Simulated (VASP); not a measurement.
**SrTiO3: relaxation of cell and atoms with PBE+D3(BJ)**

SrTiO3:

```
Sr Ti O
1.0
     3.91332    0.00000    0.00000
     0.00000    3.91332    0.00000
     0.00000    0.00000    3.91332
Sr Ti O
1 1 3
Direct
  0.50000 0.50000 0.50000
  0.00000 0.00000 0.00000
  0.50000 0.00000 0.00000
  0.00000 0.50000 0.00000
  0.00000 0.00000 0.50000
```

```yaml
Program: VASP 6.6.1
Task: relaxation of cell and atoms
Functional: PBE
Dispersion: D3(BJ)
Potentials_or_basis: VASP PAW PBE potentials, release 64 (Sr_sv, Ti_sv, O)
Cutoff: 600 eV
k_mesh: 8 × 8 × 8
Occupations: gaussian, width 0.03 eV
Spin: no spin polarisation
Further_INCAR_settings: ALGO = Normal; EDIFF = 1e-07; IBRION = 2; EDIFFG = -0.005; NSW = 90; ISIF = 3
```

- Pressure after relaxing: 0.0 GPa
- Band gap on the k mesh: 1.85 eV, indirect (least direct gap 2.20 eV)
- Dispersion energy per atom: -0.264 eV

Final structure:
```
Sr Ti O
1.0
     3.91332    0.00000    0.00000
     0.00000    3.91332    0.00000
     0.00000    0.00000    3.91332
Sr Ti O
1 1 3
Direct
  0.50000 0.50000 0.50000
  0.00000 0.00000 0.00000
  0.50000 0.00000 0.00000
  0.00000 0.50000 0.00000
  0.00000 0.00000 0.50000
```

Levels at points of the mesh, in eV from the valence-band top:
```tsv
k point	band 17	band 18	band 19	band 20	band 21	band 22	band 23	band 24
(0.00, 0.00, 0.00)	-1.16	-0.36	-0.36	-0.36	1.85	1.85	1.85	4.26
(0.50, 0.00, 0.00)	-2.34	-1.97	-0.73	-0.73	2.01	3.75	3.75	4.27
(0.50, 0.50, 0.00)	-1.73	-1.56	-1.56	-0.09	3.75	3.75	4.21	5.23
(0.50, 0.50, 0.50)	-3.72	0.00	0.00	0.00	4.42	4.42	4.42	6.92
```

Wall time 35 s on 1 thread of Intel(R) Xeon(R) Platinum 8488C (Sapphire Rapids), with other jobs on the host, peak memory 0.23 GiB.

Caveat: the relaxation stopped at its first step, so nothing moved. A k mesh can miss the band edges.
